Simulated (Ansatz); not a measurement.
# CoSi2 in Ansatz: convergence with smearing width

Input of the first run (smearing width 0.3 eV); the others differ in this setting and in those tied to it:

input.yaml

```yaml
crystal:
  lattice:
    - [0.0, 2.678, 2.678]
    - [2.678, 0.0, 2.678]
    - [2.678, 2.678, 0.0]
  atoms:
    - { symbol: Co, position: [0.004716, -0.004592, 0.004402], spin: 2.0 }
    - { symbol: Si, position: [0.749951, 0.747362, 0.754876] }
    - { symbol: Si, position: [0.256657, 0.246427, 0.253465] }
hamiltonian:
  xc: r2scan
  pseudopotentials: { kind: paw }
magnetization:
  spin_polarized: true
kpoints:
  mp_grid: { grid: [6, 6, 6] }
scf:
  occupations: { method: fermi_dirac, width: 0.3 }
output:
  forces: true
  stress: true
  eigenvalues: true
```

Potentials or basis: Ansatz PAW.

Run with:

```sh
$ ansatz run input.yaml --threads 2 --pin off --max-ram 5632MiB --backend cpu --events-out ev --progress --plain --runs-dir out
```

The cell isn't the ideal one: atoms moved at random, drawn with an rms of 0.05 Å.

Hardware: 2 threads of Intel(R) Xeon(R) Platinum 8259CL CPU @ 2.50GHz (Skylake/Cascade Lake), with other jobs on the host.

```tsv
smearing width	energy less the tightest run, at zero smearing (meV/atom)	pressure (GPa)	largest force (eV/Å)	absolute moment (μB)	SCF cycles	CPU time (s)	peak memory (GiB)
0.3 eV	-0.42	-3.36	0.146	0.00	20	82	0.65
0.2 eV	-0.41	-3.86	0.145	0.00	21	93	0.67
0.15 eV	-0.51	-4.04	0.146	0.00	19	70	0.64
0.1 eV	-0.74	-4.19	0.147	0.00	20	74	0.67
0.05 eV	-0.51	-4.27	0.143	0.00	19	75	0.67
0.025 eV	-0.17	-4.29	0.129	0.00	20	96	0.66
0.01 eV	0.00	-4.29	0.111	0.05	25	93	0.67
0.005 eV	0.00	-4.29	0.104	0.05	22	110	0.66
```

Against the tightest run, the energy stays within 1 meV/atom from 0.3 eV on; the pressure stays within 0.1 GPa from 0.05 eV on; the absolute moment stays within 0.02 μB from 0.01 eV on. Not settled before the last step: the largest force (to 0.005 eV/Å). Narrower smearing needs a denser k mesh, so at a fixed mesh the narrowest width isn't the most accurate. The tightest run that finished is the yardstick and may itself not be fully converged.

Caveat, for the tightest run too: the magnetic or orbital state may not be the lowest; the starting moments collapsed, and a magnetic state may lie lower; the PAW data sets come from PBE, with cores solved anew for the run's functional, which leaves a small shift of forces and pressure; the starting moments weren't kept.
